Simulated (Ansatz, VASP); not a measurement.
Se: VASP beside Ansatz

```
Se
1.0
     3.95346    0.00000    0.00000
    -1.97673    3.42380    0.00000
     0.00000    0.00000    5.12053
Se
3
Direct
  0.25435 0.00000 0.33333
  0.00000 0.25435 0.66667
  0.74565 0.74565 0.00000
```

Alike in both runs: task single point; functional LDA; k mesh 9 × 9 × 6; occupations methfessel-paxton of order 1, width 0.03 eV; no spin polarisation.

```csv
,VASP,Ansatz
version,VASP 6.6.1,Ansatz 0.2.0
potentials or method,"VASP PAW LDA potentials, release 64 (Se)","plane waves (420 eV) with PAW, scalar-relativistic"
plane-wave cutoff (eV),520,420
valence electrons in the cell,18,48
```

Ansatz gave:

* gap on the k mesh at the Fermi level (eV): 0.29
* pressure (GPa): 0.0
* largest component of the traceless stress (GPa): 0.02

**Question.** What did VASP give for the same quantities?

**Answer.** gap on the k mesh at the Fermi level (eV): 0.28; pressure (GPa): 0.2; largest component of the traceless stress (GPa): 0.09.

The two sets of potentials don't hold the same shells in valence. Ansatz warned: «pseudo_functional_mismatch».

Caveats: an odd mesh through Γ misses points on the zone boundary, where band edges often lie.
